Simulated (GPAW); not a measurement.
# Pt (Fm-3m) in GPAW: notebook

One crystal, Pt, is run at these levels: RPBE+D4, revPBE+D3(BJ); tasks: relaxation of cell and atoms.

Everything below comes from runs of GPAW 26.7.0. Logs are shortened: lines on timing, memory, paths and dates and some standing lists are left out, and cuts for length are marked. The log counts tension as positive stress, the text compression.

## 1. The crystal as given

Symmetry: Fm-3m, No. 225, cubic system. Conventional cell: a = 3.922 Å, b = 3.922 Å, c = 3.922 Å, α = 90.00°, β = 90.00°, γ = 90.00°. Around Pt (site symmetry m-3m) lie 12 Pt at 2.77 Å.

## 2. Relaxation of cell and atoms, RPBE+D4, target pressure 10 GPa, at which the enthalpy is minimised

File run.py:

```python
from ase import Atoms
from ase.calculators.mixing import SumCalculator
from ase.filters import FrechetCellFilter
from ase.io import write
from ase.optimize import FIRE
from ase.units import GPa
from dftd4.ase import DFTD4
from gpaw import GPAW, PW

atoms = Atoms(['Pt'],
              cell=[[0.0, 1.9609, 1.9609],
                    [1.9609, 0.0, 1.9609],
                    [1.9609, 1.9609, 0.0]],
              scaled_positions=[[0.0, 0.0, 0.0]],
              pbc=True)

calc = GPAW(mode=PW(600),
            xc='RPBE',
            kpts={'size': (12, 12, 12), 'gamma': True},
            occupations={'name': 'fermi-dirac', 'width': 0.05},
            nbands=17,
            convergence={'density': 1e-05, 'forces': 0.0001},
            maxiter=150,
            txt='gpaw.txt')
atoms.calc = SumCalculator([calc, DFTD4(method='rpbe')])
opt = FIRE(FrechetCellFilter(atoms, scalar_pressure=10 * GPa), trajectory='relax.traj', logfile='-')
done = opt.run(fmax=0.05, steps=100)
calc.write('gs.gpw')
write('result.traj', atoms)
print('Converged:', done)
print('Cell:', atoms.cell.cellpar().round(4))
print('Volume:', round(atoms.get_volume(), 4))
print(atoms.get_scaled_positions().round(5))
```

Potentials or basis: the program's PAW data sets (release 1.2.1) made for this functional, pw.

Command:

```
$ OMP_NUM_THREADS=1 python run.py
```

gpaw.txt:

```text
__  _  _
 | _ |_)|_||  |
 |__||  | ||/\| - 26.7.0

Input parameters:
  mode=PW(ecut=600.0),
  convergence={'density': 1e-05, 'forces': 0.0001},
  kpts=MonkhorstPack(size=(12, 12, 12), gamma=True),
  maxiter=150,
  nbands=17,
  occupations=Occupations(name='fermi-dirac', width=0.05),
  xc=XC(name='RPBE')

Diagonalizing LCAO Hamiltonian
Converting LCAO to pw mode

       Pt

Atoms  # Å, Bohr magnetons
|   | symbol |        x |        y |        z |    initial magnetic moments |
|---|--------|----------|----------|----------|-----------------------------|
| 0 |     Pt | 0.000000 | 0.000000 | 0.000000 | ( 0.0000,  0.0000,  0.0000) |

Unit cell  # Å
| periodic |        x |        y |        z |  lengths |    angles |
|----------|----------|----------|----------|----------|-----------|
|      yes | 0.000000 | 1.960900 | 1.960900 | 2.773131 | 60.000000 |
|      yes | 1.960900 | 0.000000 | 1.960900 | 2.773131 | 60.000000 |
|      yes | 1.960900 | 1.960900 | 0.000000 | 2.773131 | 60.000000 |

Number of symmetries: 48
Symmetry operations  # r_c * U_cc + t_c -> r_c
|    | kind |            matrix            |
|----|------|------------------------------|
|  0 |  σ   |  1, 0, 0,  1, 0,-1,  1,-1, 0 |
|  1 |  C2  |  1, 0, 0,  1,-1, 0,  1, 0,-1 |
|  2 |  E   |  1, 0, 0,  0, 1, 0,  0, 0, 1 |
|  3 |  σ   |  1, 0, 0,  0, 0, 1,  0, 1, 0 |
|  4 |  C4  |  1, 0,-1,  1, 0, 0,  1,-1, 0 |
|  5 |  S6  |  1, 0,-1,  1,-1, 0,  1, 0, 0 |
|  6 |  σ   |  1, 0,-1,  0, 1,-1,  0, 0,-1 |
|  7 |  C3  |  1, 0,-1,  0, 0,-1,  0, 1,-1 |
|  8 |  S6  |  1,-1, 0,  1, 0, 0,  1, 0,-1 |
[... 205 lines left out ...]
Stress tensor  # eV/Ang^3
|         x |         y |         z |
|-----------|-----------|-----------|
| -0.090671 |  0.000000 | -0.000000 |
|  0.000000 | -0.090671 |  0.000000 |
| -0.000000 |  0.000000 | -0.090671 |

Forces  # eV/Ang
|        x |       y |        z |
|----------|---------|----------|
| -0.00000 | 0.00000 | -0.00000 |  # Pt   0

Interpolating wave functions to new cell

       Pt

Atoms  # Å, Bohr magnetons
|   | symbol |         x |         y |         z |    initial magnetic moments |
|---|--------|-----------|-----------|-----------|-----------------------------|
| 0 |     Pt | -0.000000 | -0.000000 | -0.000000 | ( 0.0000,  0.0000,  0.0000) |

Unit cell  # Å
| periodic |        x |         y |         z |  lengths |    angles |
|----------|----------|-----------|-----------|----------|-----------|
|      yes | 0.000000 |  1.942506 |  1.942506 | 2.747118 | 60.000000 |
|      yes | 1.942506 | -0.000000 |  1.942506 | 2.747118 | 60.000000 |
|      yes | 1.942506 |  1.942506 | -0.000000 | 2.747118 | 60.000000 |

Number of symmetries: 48
Symmetry operations  # r_c * U_cc + t_c -> r_c
|    | kind |            matrix            |
[... 241 lines left out ...]

Number of symmetries: 48
Symmetry operations  # r_c * U_cc + t_c -> r_c
|    | kind |            matrix            |
|----|------|------------------------------|
|  0 |  σ   |  1, 0, 0,  1, 0,-1,  1,-1, 0 |
|  1 |  C2  |  1, 0, 0,  1,-1, 0,  1, 0,-1 |
|  2 |  E   |  1, 0, 0,  0, 1, 0,  0, 0, 1 |
|  3 |  σ   |  1, 0, 0,  0, 0, 1,  0, 1, 0 |
|  4 |  C4  |  1, 0,-1,  1, 0, 0,  1,-1, 0 |
|  5 |  S6  |  1, 0,-1,  1,-1, 0,  1, 0, 0 |
|  6 |  σ   |  1, 0,-1,  0, 1,-1,  0, 0,-1 |
|  7 |  C3  |  1, 0,-1,  0, 0,-1,  0, 1,-1 |
|  8 |  S6  |  1,-1, 0,  1, 0, 0,  1, 0,-1 |
[... 220 lines left out ...]
Atoms  # Å, Bohr magnetons
|   | symbol |         x |         y |         z |    initial magnetic moments |
|---|--------|-----------|-----------|-----------|-----------------------------|
| 0 |     Pt | -0.000000 | -0.000000 | -0.000000 | ( 0.0000,  0.0000,  0.0000) |

Unit cell  # Å
| periodic |        x |         y |        z |  lengths |    angles |
|----------|----------|-----------|----------|----------|-----------|
|      yes | 0.000000 |  1.925688 | 1.925688 | 2.723334 | 60.000000 |
|      yes | 1.925688 | -0.000000 | 1.925688 | 2.723334 | 60.000000 |
|      yes | 1.925688 |  1.925688 | 0.000000 | 2.723334 | 60.000000 |

Number of symmetries: 48
Symmetry operations  # r_c * U_cc + t_c -> r_c
|    | kind |            matrix            |
|----|------|------------------------------|
|  0 |  σ   |  1, 0, 0,  1, 0,-1,  1,-1, 0 |
|  1 |  C2  |  1, 0, 0,  1,-1, 0,  1, 0,-1 |
|  2 |  E   |  1, 0, 0,  0, 1, 0,  0, 0, 1 |
|  3 |  σ   |  1, 0, 0,  0, 0, 1,  0, 1, 0 |
|  4 |  C4  |  1, 0,-1,  1, 0, 0,  1,-1, 0 |
|  5 |  S6  |  1, 0,-1,  1,-1, 0,  1, 0, 0 |
|  6 |  σ   |  1, 0,-1,  0, 1,-1,  0, 0,-1 |
|  7 |  C3  |  1, 0,-1,  0, 0,-1,  0, 1,-1 |
|  8 |  S6  |  1,-1, 0,  1, 0, 0,  1, 0,-1 |
[... 149 lines left out ...]
SCF iterations
|iter     | |      energy | eigst |  dens |force |
|---------|-|-------------|-------|-------|------|
|iter:   1| |   -5.644360 | -2.74 |       |      |
|iter:   2| |   -5.644020 | -6.04 | -2.40 |      |
|iter:   3| |   -5.642793c| -4.86 | -2.45 |      |
|iter:   4| |   -5.642831c| -5.85 | -3.30 |      |
|iter:   5| |   -5.642853c| -5.65 | -3.62 |      |
|iter:   6| |   -5.642853c| -8.18c| -4.62 |      |
|iter:   7| |   -5.642854c| -8.25c| -4.90 |      |
|iter:   8| |   -5.642854c| -9.82c| -6.48c|      |
|iter:   9| |   -5.642854c|-10.33c| -6.76c|-24.83c|

Converged in 9 steps
Energy contributions relative to reference atoms: (reference = -500389.731568)

Energy contributions:
  Kinetic:           4.263948
  Coulomb:          -4.671435
  Zero:             -0.542953
  External:          0.000000
  Xc:               -4.685089
  Entropy:          -0.014648
  Spinorbit:         0.000000
  ----------------------------
  Free energy:      -5.650177
  Extrapolated:     -5.642854
[... 28 lines left out ...]
Stress tensor  # eV/Ang^3
|         x |         y |         z |
|-----------|-----------|-----------|
| -0.209319 | -0.000000 | -0.000000 |
| -0.000000 | -0.209319 | -0.000000 |
| -0.000000 | -0.000000 | -0.209319 |

Forces  # eV/Ang
|       x |        y |        z |
|---------|----------|----------|
| 0.00000 | -0.00000 | -0.00000 |  # Pt   0

Interpolating wave functions to new cell

       Pt
[... 475 lines left out ...]
Stress tensor  # eV/Ang^3
|         x |         y |         z |
|-----------|-----------|-----------|
| -0.150486 |  0.000000 | -0.000000 |
|  0.000000 | -0.150486 | -0.000000 |
| -0.000000 | -0.000000 | -0.150486 |

Forces  # eV/Ang
|        x |        y |        z |
|----------|----------|----------|
| -0.00000 | -0.00000 | -0.00000 |  # Pt   0

Interpolating wave functions to new cell

       Pt
[... 714 lines left out ...]
Stress tensor  # eV/Ang^3
|         x |         y |         z |
|-----------|-----------|-----------|
| -0.153248 | -0.000000 | -0.000000 |
| -0.000000 | -0.153248 |  0.000000 |
| -0.000000 |  0.000000 | -0.153248 |

Forces  # eV/Ang
|       x |        y |        z |
|---------|----------|----------|
| 0.00000 | -0.00000 | -0.00000 |  # Pt   0

Interpolating wave functions to new cell

       Pt
[... 478 lines left out ...]
Forces  # eV/Ang
|       x |       y |       z |
|---------|---------|---------|
| 0.00000 | 0.00000 | 0.00000 |  # Pt   0

# Writing to gs.gpw (mode='')
```

Run time: 1.8 min. Hardware: 1 thread of Arm Neoverse V1, shared host; peak memory 0.23 GiB.

Results:

```
Free energy                                            : -7.2163 eV
Relaxed volume                                         : 14.60 Å³/atom
Relaxed cell                                           : a = 2.744 Å, b = 2.744 Å, c = 2.744 Å, α = 60.00°, β = 60.00°, γ = 60.00°
Space group after relaxing (to 0.05 Å)                 : Fm-3m (No. 225)
Energy change on relaxing (the enthalpy is what falls) : +13.7 meV/atom
Ionic steps                                            : 11
Pressure after relaxing                                : 9.7 GPa
Band gap on the k mesh                                 : none (metal or under the smearing width)
Dispersion energy per atom                             : -1.507 eV
```

The path:
| step | energy change (eV) | largest force (eV/Å) | pressure (GPa) | volume (Å³) |
| --- | --- | --- | --- | --- |
| 1 | 0.0000 | 0.0000 | -0.01 | 15.08 |
| 2 | 0.0106 | 0.0000 | 8.42 | 14.66 |
| 3 | 0.0514 | 0.0000 | 19.82 | 14.19 |
| 4 | 0.0406 | 0.0000 | 17.39 | 14.28 |
| 5 | 0.0249 | 0.0000 | 13.30 | 14.45 |
| 6 | 0.0113 | 0.0000 | 8.72 | 14.65 |
| 7 | 0.0115 | 0.0000 | 8.79 | 14.64 |
| 8 | 0.0118 | 0.0000 | 8.93 | 14.64 |
| 9 | 0.0123 | 0.0000 | 9.13 | 14.63 |
| 10 | 0.0130 | 0.0000 | 9.38 | 14.62 |
| 11 | 0.0137 | 0.0000 | 9.66 | 14.60 |

Final structure:
```yaml
crystal:
  lattice:
    - [0.00000, 1.94004, 1.94004]
    - [1.94004, 0.00000, 1.94004]
    - [1.94004, 1.94004, 0.00000]
  atoms:
    - { symbol: Pt, position: [0.00000, 0.00000, 0.00000] }
```

Caveat: later steps reuse the first step's grids; pairwise dispersion overbinds metals, which lowers pressure and volume.

## 3. Relaxation of cell and atoms, revPBE+D3(BJ), target pressure 1 GPa, at which the enthalpy is minimised

File run.py:

```python
from ase.calculators.mixing import SumCalculator
from ase.filters import FrechetCellFilter
from ase.io import read, write
from ase.optimize import BFGS
from ase.units import GPa
from dftd3.ase import DFTD3
from gpaw import GPAW, PW

atoms = read('Pt.xyz')

calc = GPAW(mode=PW(600),
            xc='revPBE',
            kpts={'size': (12, 12, 12), 'gamma': True},
            occupations={'name': 'fermi-dirac', 'width': 0.05},
            nbands=17,
            convergence={'density': 1e-05, 'forces': 0.0001},
            maxiter=150,
            txt='gpaw.txt')
atoms.calc = SumCalculator([calc, DFTD3(method='revpbe', damping='d3bj')])
opt = BFGS(FrechetCellFilter(atoms, scalar_pressure=1 * GPa), trajectory='relax.traj', logfile='-')
done = opt.run(fmax=0.02, steps=60)
calc.write('gs.gpw')
write('result.traj', atoms)
print('Converged:', done)
print('Cell:', atoms.cell.cellpar().round(4))
print('Volume:', round(atoms.get_volume(), 4))
print(atoms.get_scaled_positions().round(5))
```

File Pt.xyz:

```xyz
1
Lattice="0.0000000000 1.9609000000 1.9609000000 1.9609000000 0.0000000000 1.9609000000 1.9609000000 1.9609000000 0.0000000000" Properties=species:S:1:pos:R:3 pbc="T T T"
Pt     0.0000000000      0.0000000000      0.0000000000
```

Potentials or basis: the program's PAW data sets (release 1.2.1) made for this functional, pw.

Command:

```
$ OMP_NUM_THREADS=1 python run.py
```

gpaw.txt:

```text
__  _  _
 | _ |_)|_||  |
 |__||  | ||/\| - 26.7.0

Input parameters:
  mode=PW(ecut=600.0),
  convergence={'density': 1e-05, 'forces': 0.0001},
  kpts=MonkhorstPack(size=(12, 12, 12), gamma=True),
  maxiter=150,
  nbands=17,
  occupations=Occupations(name='fermi-dirac', width=0.05),
  xc=XC(name='revPBE')

Diagonalizing LCAO Hamiltonian
Converting LCAO to pw mode

       Pt

Atoms  # Å, Bohr magnetons
|   | symbol |        x |        y |        z |    initial magnetic moments |
|---|--------|----------|----------|----------|-----------------------------|
| 0 |     Pt | 0.000000 | 0.000000 | 0.000000 | ( 0.0000,  0.0000,  0.0000) |

Unit cell  # Å
| periodic |        x |        y |        z |  lengths |    angles |
|----------|----------|----------|----------|----------|-----------|
|      yes | 0.000000 | 1.960900 | 1.960900 | 2.773131 | 60.000000 |
|      yes | 1.960900 | 0.000000 | 1.960900 | 2.773131 | 60.000000 |
|      yes | 1.960900 | 1.960900 | 0.000000 | 2.773131 | 60.000000 |

Number of symmetries: 48
Symmetry operations  # r_c * U_cc + t_c -> r_c
|    | kind |            matrix            |
|----|------|------------------------------|
|  0 |  σ   |  1, 0, 0,  1, 0,-1,  1,-1, 0 |
|  1 |  C2  |  1, 0, 0,  1,-1, 0,  1, 0,-1 |
|  2 |  E   |  1, 0, 0,  0, 1, 0,  0, 0, 1 |
|  3 |  σ   |  1, 0, 0,  0, 0, 1,  0, 1, 0 |
|  4 |  C4  |  1, 0,-1,  1, 0, 0,  1,-1, 0 |
|  5 |  S6  |  1, 0,-1,  1,-1, 0,  1, 0, 0 |
|  6 |  σ   |  1, 0,-1,  0, 1,-1,  0, 0,-1 |
|  7 |  C3  |  1, 0,-1,  0, 0,-1,  0, 1,-1 |
|  8 |  S6  |  1,-1, 0,  1, 0, 0,  1, 0,-1 |
[... 149 lines left out ...]
SCF iterations
|iter     | |      energy | eigst |  dens |force |
|---------|-|-------------|-------|-------|------|
|iter:   1| |   -6.271755 | +0.07 |       |      |
|iter:   2| |   -6.192386 | -2.96 | -1.21 |      |
|iter:   3| |   -5.887375 | -2.28 | -1.25 |      |
|iter:   4| |   -5.887270 | -3.66 | -2.27 |      |
|iter:   5| |   -5.888326c| -3.37 | -2.51 |      |
|iter:   6| |   -5.888336c| -5.83 | -3.53 |      |
|iter:   7| |   -5.888340c| -6.01 | -3.75 |      |
|iter:   8| |   -5.888340c| -7.88c| -4.81 |      |
|iter:   9| |   -5.888340c| -7.71c| -5.30c|      |
|iter:  10| |   -5.888340c| -8.57c| -6.70c|-23.59c|

Converged in 10 steps
[... 66 lines left out ...]
|      yes | 1.949862 | 0.000000 | 1.949862 | 2.757521 | 60.000000 |
|      yes | 1.949862 | 1.949862 | 0.000000 | 2.757521 | 60.000000 |

Number of symmetries: 48
Symmetry operations  # r_c * U_cc + t_c -> r_c
|    | kind |            matrix            |
|----|------|------------------------------|
|  0 |  σ   |  1, 0, 0,  1, 0,-1,  1,-1, 0 |
|  1 |  C2  |  1, 0, 0,  1,-1, 0,  1, 0,-1 |
|  2 |  E   |  1, 0, 0,  0, 1, 0,  0, 0, 1 |
|  3 |  σ   |  1, 0, 0,  0, 0, 1,  0, 1, 0 |
|  4 |  C4  |  1, 0,-1,  1, 0, 0,  1,-1, 0 |
|  5 |  S6  |  1, 0,-1,  1,-1, 0,  1, 0, 0 |
|  6 |  σ   |  1, 0,-1,  0, 1,-1,  0, 0,-1 |
|  7 |  C3  |  1, 0,-1,  0, 0,-1,  0, 1,-1 |
|  8 |  S6  |  1,-1, 0,  1, 0, 0,  1, 0,-1 |
[... 149 lines left out ...]
SCF iterations
|iter     | |      energy | eigst |  dens |force |
|---------|-|-------------|-------|-------|------|
|iter:   1| |   -5.873937 | -1.96 |       |      |
|iter:   2| |   -5.871409 | -5.23 | -1.96 |      |
|iter:   3| |   -5.862888 | -4.01 | -2.02 |      |
|iter:   4| |   -5.863202 | -5.03 | -2.87 |      |
|iter:   5| |   -5.863394c| -4.80 | -3.19 |      |
|iter:   6| |   -5.863394c| -7.27 | -4.13 |      |
|iter:   7| |   -5.863394c| -7.43c| -4.45 |      |
|iter:   8| |   -5.863394c| -8.86c| -6.07c|      |
|iter:   9| |   -5.863394c| -9.37c| -6.34c|-24.69c|

Converged in 9 steps
Energy contributions relative to reference atoms: (reference = -500385.649518)
[... 40 lines left out ...]
Stress tensor  # eV/Ang^3
|         x |         y |         z |
|-----------|-----------|-----------|
| -0.115773 | -0.000000 |  0.000000 |
| -0.000000 | -0.115773 |  0.000000 |
|  0.000000 |  0.000000 | -0.115773 |

Forces  # eV/Ang
|        x |        y |        z |
|----------|----------|----------|
| -0.00000 | -0.00000 | -0.00000 |  # Pt   0

Interpolating wave functions to new cell

       Pt

Atoms  # Å, Bohr magnetons
|   | symbol |         x |         y |        z |    initial magnetic moments |
|---|--------|-----------|-----------|----------|-----------------------------|
| 0 |     Pt | -0.000000 | -0.000000 | 0.000000 | ( 0.0000,  0.0000,  0.0000) |

Unit cell  # Å
| periodic |        x |        y |         z |  lengths |    angles |
|----------|----------|----------|-----------|----------|-----------|
|      yes | 0.000000 | 1.951174 |  1.951174 | 2.759377 | 60.000000 |
|      yes | 1.951174 | 0.000000 |  1.951174 | 2.759377 | 60.000000 |
|      yes | 1.951174 | 1.951174 | -0.000000 | 2.759377 | 60.000000 |

Number of symmetries: 48
Symmetry operations  # r_c * U_cc + t_c -> r_c
|    | kind |            matrix            |
|----|------|------------------------------|
|  0 |  σ   |  1, 0, 0,  1, 0,-1,  1,-1, 0 |
|  1 |  C2  |  1, 0, 0,  1,-1, 0,  1, 0,-1 |
|  2 |  E   |  1, 0, 0,  0, 1, 0,  0, 0, 1 |
|  3 |  σ   |  1, 0, 0,  0, 0, 1,  0, 1, 0 |
|  4 |  C4  |  1, 0,-1,  1, 0, 0,  1,-1, 0 |
|  5 |  S6  |  1, 0,-1,  1,-1, 0,  1, 0, 0 |
|  6 |  σ   |  1, 0,-1,  0, 1,-1,  0, 0,-1 |
|  7 |  C3  |  1, 0,-1,  0, 0,-1,  0, 1,-1 |
|  8 |  S6  |  1,-1, 0,  1, 0, 0,  1, 0,-1 |
[... 202 lines left out ...]
Stress tensor  # eV/Ang^3
|         x |         y |         z |
|-----------|-----------|-----------|
| -0.111648 |  0.000000 | -0.000000 |
|  0.000000 | -0.111648 | -0.000000 |
| -0.000000 | -0.000000 | -0.111648 |

Forces  # eV/Ang
|       x |       y |       z |
|---------|---------|---------|
| 0.00000 | 0.00000 | 0.00000 |  # Pt   0

# Writing to gs.gpw (mode='')
```

It took 30 s on 1 thread of Arm Neoverse V1, shared host; peak memory 0.17 GiB.

What came out:

- Free energy: -7.3670 eV
- Relaxed volume: 14.86 Å³/atom
- Relaxed cell: a = 2.759 Å, b = 2.759 Å, c = 2.759 Å, α = 60.00°, β = 60.00°, γ = 60.00°
- Space group after relaxing (to 0.05 Å): Fm-3m (No. 225)
- Energy change on relaxing (the enthalpy is what falls): -1.7 meV/atom
- Ionic steps: 3
- Pressure after relaxing: 1.0 GPa
- Band gap on the k mesh: none (metal or under the smearing width)
- Dispersion energy per atom: -1.493 eV

The path:
| step | energy change (eV) | largest force (eV/Å) | pressure (GPa) | volume (Å³) |
| --- | --- | --- | --- | --- |
| 1 | 0.0000 | 0.0000 | -3.20 | 15.08 |
| 2 | -0.0014 | 0.0000 | 1.58 | 14.83 |
| 3 | -0.0017 | 0.0000 | 0.99 | 14.86 |

Final structure:
```
Pt
1.0
     0.00000    1.95117    1.95117
     1.95117    0.00000    1.95117
     1.95117    1.95117    0.00000
Pt
1
Direct
  0.00000 0.00000 0.00000
```

Caveat: later steps reuse the first step's grids; pairwise dispersion overbinds metals, which lowers pressure and volume.
